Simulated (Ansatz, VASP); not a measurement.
# One calculation of Os, two programs

The input INCAR:

```
SYSTEM = Os
  PREC = Accurate
  ENCUT = 520
  EDIFF = 1E-6
  ISMEAR = -1
  SIGMA = 0.06
  LREAL = .FALSE.
  LASPH = .TRUE.
  NELM = 60
  ALGO = Fast
  ISIF = 2
  LWAVE = .FALSE.
  LCHARG = .TRUE.
  GGA = PE
  LELF = .TRUE.
  LVHAR = .TRUE.
  NBANDS = 15
```

The input KPOINTS:

```
regular mesh
0
G
  4 4 2
  0 0 0
```

The input POSCAR:

```
Os
1.0
    2.7341000000      0.0000000000      0.0000000000
   -1.3670500000      2.3678000565      0.0000000000
    0.0000000000      0.0000000000      4.3197000000
Os
2
Direct
    0.6666666667      0.3333333333      0.7500000000
    0.3333333333      0.6666666667      0.2500000000
```

The input input.yaml:

```yaml
crystal:
  lattice:
    - [2.7341, 0.0, 0.0]
    - [-1.36705, 2.3678000565, 0.0]
    - [0.0, 0.0, 4.3197]
  atoms:
    - { symbol: Os, position: [0.6666666667, 0.3333333333, 0.75] }
    - { symbol: Os, position: [0.3333333333, 0.6666666667, 0.25] }
kpoints:
  mp_grid: { grid: [4, 4, 2] }
scf:
  occupations: { method: fermi_dirac, width: 0.06 }
hamiltonian:
  xc: pbe
  pseudopotentials: { kind: all_electron, lapw: { basis_error: 0.004 } }
output:
  forces: true
  stress: true
  eigenvalues: true
```

Alike in both runs: task single point; functional PBE; k mesh 4 × 4 × 2; occupations fermi-dirac, width 0.06 eV; no spin polarisation.

|  | VASP | Ansatz |
| --- | --- | --- |
| version | VASP 6.6.1 | Ansatz 0.2.0 |
| potentials or method | VASP PAW PBE potentials, release 64 (Os) | all-electron LAPW, scalar-relativistic |
| plane-wave cutoff (eV) | 520 | see its input |

VASP gave:

```
gap on the k mesh at the Fermi level (eV)       : none
pressure (GPa)                                  : 5.6
largest component of the traceless stress (GPa) : 8.30
```

Task: Which values does Ansatz return?

Result: gap on the k mesh at the Fermi level (eV): none; pressure (GPa): 5.3; largest component of the traceless stress (GPa): 8.07.

A gap of «none» marks a metal or a gap that the smearing closes. Ansatz ran all-electron here, so the differences hold the error of VASP's frozen core and of both bases.

Caveats: the k mesh is coarse (spacing up to 0.73 Å⁻¹), so the values aren't converged; the k mesh is thin for a metal, which can move the energy by tens of meV per atom (Ansatz). The runs have no spin-orbit coupling, so splittings on Os are missing.
